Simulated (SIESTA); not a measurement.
This SIESTA 5.4.2 run on Ba3S4 needs a look.

Contents of Ba3S4.fdf:

```
SystemName                      Ba3S4
SystemLabel                     Ba3S4
NumberOfSpecies                 2
NumberOfAtoms                   7
%block ChemicalSpeciesLabel
  1  16 S
  2  56 Ba
%endblock ChemicalSpeciesLabel
%include structure.fdf

%block kgrid.MonkhorstPack
    7   0   0  0.0
    0   7   0  0.0
    0   0   1  0.0
%endblock kgrid.MonkhorstPack
XC.Functional                   GGA
XC.Authors                      PBE
PAO.BasisSize                   DZP
PAO.EnergyShift                 0.003 Ry
Mesh.Cutoff                     40 Ry
OccupationFunction              FD
ElectronicTemperature           0.05 eV
Slab.DipoleCorrection           vacuum
MaxSCFIterations                75
SCF.MustConverge                false
SCF.Mixer.Method                Pulay
SCF.Mixer.Weight                0.25
SCF.Mixer.History               8
SCF.DM.Tolerance                5.0e-05
SCF.H.Tolerance                 1.0e-03 eV
WriteForces                     true
Charge.Mulliken                 end
Charge.Hirshfeld                end
Charge.Voronoi                  end
SaveRho                         true
SaveElectrostaticPotential      true
%block PAO.Basis
  Ba 5
  n=5 0 2
    4.395 0.000
  n=6 0 2
    9.500 0.000
  n=5 1 2
    5.243 0.000
  n=6 1 1
    9.500
  n=5 2 1
    7.000
%endblock PAO.Basis
```

The input structure.fdf:

```
LatticeConstant                 1.0 Ang
%block LatticeVectors
     4.5166445648     0.0000000000     0.0000000000
    -2.2583222824     3.9115289330     0.0000000000
     0.0000000000     0.0000000000    26.0634745333
%endblock LatticeVectors
AtomicCoordinatesFormat         Fractional
%block AtomicCoordinatesAndAtomicSpecies
     0.3333333333     0.6666666667     0.2877590242  1  S
     0.6666666667     0.3333333333     0.3585060162  2  Ba
     0.0000000000     0.0000000000     0.4292530081  1  S
     0.3333333333     0.6666666667     0.5000000000  2  Ba
     0.6666666667     0.3333333333     0.5707469919  1  S
     0.0000000000     0.0000000000     0.6414939838  2  Ba
     0.3333333333     0.6666666667     0.7122409758  1  S
%endblock AtomicCoordinatesAndAtomicSpecies
```

Potentials or basis: PseudoDojo 0.4 standard (PBE files), DZP (energy shift 0.003 Ry; two zetas on semicore shells; d shell added on Ba).

Command:

```sh
$ siesta < Ba3S4.fdf > Ba3S4.out 2>&1
```

Ba3S4.out:

```text
Version         : 5.4.2

                           ***********************
                           *  WELCOME TO SIESTA  *
                           ***********************

 NOTE: Siesta V5 introduces some new defaults for basis-set generation
 NOTE: which might lead to slightly different numerical results.
 NOTE: Please see the manual for full details and compatibility measures.

reinit: Reading from standard input
reinit: Dumping input in INPUT_TMP.34551
************************** Dump of input data file ****************************
SystemName                      Ba3S4
SystemLabel                     Ba3S4
NumberOfSpecies                 2
NumberOfAtoms                   7
%block ChemicalSpeciesLabel
  1  16 S
  2  56 Ba
%endblock ChemicalSpeciesLabel
%include structure.fdf
%block kgrid.MonkhorstPack
    7   0   0  0.0
    0   7   0  0.0
    0   0   1  0.0
%endblock kgrid.MonkhorstPack
XC.Functional                   GGA
XC.Authors                      PBE
PAO.BasisSize                   DZP
PAO.EnergyShift                 0.003 Ry
Mesh.Cutoff                     40 Ry
[... 791 lines left out ...]
              0.070   0.069   0.097   0.091   0.097   0.125   0.174   0.072

              0.174   0.125
   6  9.263   1.969   0.037   0.169   0.078   1.935   1.936   1.935   0.064
              0.062   0.065   0.110   0.112   0.110   0.132   0.172   0.074

              0.172   0.132

mulliken: Qtot =       54.000

Mulliken Atomic Populations:
Atom #   charge [q] valence [e]  Species
     1    -0.331337    6.331337  S
     2     0.737263    9.262737  Ba
     3    -0.815713    6.815713  S
     4     0.820264    9.179736  Ba
     5    -0.815594    6.815594  S
     6     0.736518    9.263482  Ba
     7    -0.331400    6.331400  S
 Total    -0.000000

siesta: Electric dipole (a.u.)  =    0.000000    0.000000    0.000064
siesta: Electric dipole (Debye) =    0.000000    0.000000    0.000163

Hirshfeld Atomic Populations:
Atom #   charge [q] valence [e]  Species
     1    -0.137842    6.137842  S
     2     0.252505    9.747495  Ba
     3    -0.256380    6.256380  S
     4     0.283209    9.716791  Ba
     5    -0.255906    6.255906  S
     6     0.252236    9.747764  Ba
     7    -0.137828    6.137828  S
 Total    -0.000005

Voronoi Atomic Populations:
Atom #   charge [q] valence [e]  Species
     1    -0.131566    6.131566  S
     2     0.235947    9.764053  Ba
     3    -0.249712    6.249712  S
     4     0.285336    9.714664  Ba
     5    -0.249464    6.249464  S
     6     0.240029    9.759971  Ba
     7    -0.130582    6.130582  S
 Total    -0.000011
Dipole moment in unit cell =       0.0000       0.0000       0.0002 D
Electric field for dipole correction =    -0.000000    -0.000000    -0.000013 eV/Ang/e

dhscf: Vacuum level (max, mean) =    0.282909    0.268526 eV

Job completed
```

**Question.** Diagnose the run.

**Answer.** The run converged. The input holds a flaw that was put in on purpose: mesh cutoff far too low (Mesh.Cutoff = 40 Ry). The program doesn't stop on it, so the numbers can't be trusted though the run ends normally.

A sound run on the same cell differs in these lines of the main input:
```diff
@@ -20 +20 @@
-Mesh.Cutoff                     40 Ry
+Mesh.Cutoff                     500 Ry
@@ -24 +24 @@
-MaxSCFIterations                75
+MaxSCFIterations                120
```
